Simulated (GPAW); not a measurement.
Crystal: SnO2.

```xyz
3
Lattice="3.0233 0.0000 0.0000 0.0000 4.9647 0.0000 0.0000 0.0000 5.9770" Properties=species:S:1:pos:R:3 pbc="T T T"
Sn    1.5116    2.4823    0.0000
O     0.0000    2.4823    4.6364
O     0.0000    2.4823    1.3405
```

The cell was built by a generator and needn't be a form met in nature.

- Program: GPAW 26.7.0
- Task: relaxation of cell and atoms
- Functional: PBE
- Potentials or basis: GPAW PAW data sets (gpaw-data 1.2.1)
- Cutoff: 800 eV
- Basis: pw
- k mesh: 7 × 5 × 4
- Occupations: fermi-dirac, width 0.05 eV
- Spin: no spin polarisation

At the start: pressure 0.0 GPa; volume 29.90 Å³/atom.

Question: How do energy, volume and symmetry change on relaxing?

Answer: Over 16 steps the energy falls by 29.4 meV/atom and the volume is 71.33 Å³/atom (+138.5 %); space group Pmmm (No. 47, to 0.05 Å).

The path:
```
step  energy change (eV)  largest force (eV/Å)  pressure (GPa)  volume (Å³)
   1              0.0000                0.0990            0.04        89.71
   2             -0.0004                0.0640            0.14        89.72
   3             -0.0010                0.0205            0.37        89.84
   4             -0.0014                0.0490            0.43        90.00
   5             -0.0040                0.1585            0.66        91.24
   6             -0.0084                0.2663            0.83        93.73
   7             -0.0178                0.3731            0.85        99.68
   8             -0.0318                0.3790            0.59       109.61
   9             -0.0471                0.2490            0.14       122.43
  10             -0.0590                0.0840           -0.19       136.65
  11             -0.0678                0.0281           -0.24       152.26
  12             -0.0751                0.0430           -0.16       169.53
  13             -0.0818                0.0477           -0.08       188.66
  14             -0.0870                0.0041           -0.02       208.22
  15             -0.0883                0.0153            0.02       215.25
  16             -0.0881                0.0106           -0.01       213.98
```

Final structure:
```xyz
3
Lattice="3.0200 0.0000 0.0000 0.0000 8.5013 0.0000 0.0000 0.0000 8.3345" Properties=species:S:1:pos:R:3 pbc="T T T"
Sn    1.5100    4.2506    0.0000
O     0.0000    4.2506    6.9965
O     0.0000    4.2506    1.3380
```

Caveat: later steps reuse the first step's grids; the volume moved by over 15 % at a fixed basis, so the end points are rough.
